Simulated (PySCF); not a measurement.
Core-level binding energies of `CCCS`

Species: C3H8S.
Cartesian coordinates in Å at the PBE0-D3(BJ)/def2-SVP level; atoms count from 1:
```xyz
12
C3H8S angstrom
C     -1.5788   -0.1441   -0.0315
C     -0.1134   -0.5404    0.0661
C      0.8259    0.6067   -0.2690
S      2.5913    0.1701   -0.2398
H     -1.8396    0.1796   -1.0519
H     -1.8182    0.6878    0.6502
H     -2.2384   -0.9859    0.2278
H      0.1043   -1.3851   -0.6080
H      0.1106   -0.9020    1.0849
H      0.6511    1.4707    0.3923
H      0.6514    0.9605   -1.2982
H      2.6561   -0.1202    1.0779
```

Computed, not measured: delta-SCF UKS SCAN, pcX-2 on the ionised atom, pcseg-1 elsewhere, spin-free X2C in PySCF. Each binding energy is the total energy of the core-ionised species, with the hole localised on one atom, minus that of the ground state; both are solved self-consistently, so orbital relaxation is included.

Q: List the computed XPS lines with their assignment.

A: 
```
atom(s)                 environment  level  binding energy (eV)  above the level's lowest (eV)  count
     C1               methyl carbon   C 1s               290.78                           0.00      1
     C2            chain CH2 carbon   C 1s               290.82                          +0.04      1
     C3  sp3 carbon bound to sulfur   C 1s               291.34                          +0.56      1
     S4                thiol sulfur   S 1s              2477.17                           0.00      1
```

The listed C 1s values span 0.56 eV, from C1 (bonded to C and 3 H) to C3 (bonded to S, C and 2 H). Summing the Pauling electronegativity differences to the bonded atoms, each weighted by its formal bond order, gives -1.05 for the lowest site and -0.67 for the highest; no listed site has a larger sum than the highest. The values 290.78 and 290.82 eV lie too close for their order to be trusted.

Q: Which photon wavelength matches the S 1s of S4 threshold?

A: λ = hc/E = 12398.42 eV Å / 2477.17 eV = 5.005 Å.

Not every level is listed. Isolated species at its PBE0-D3(BJ)/def2-SVP geometry (one conformer only).
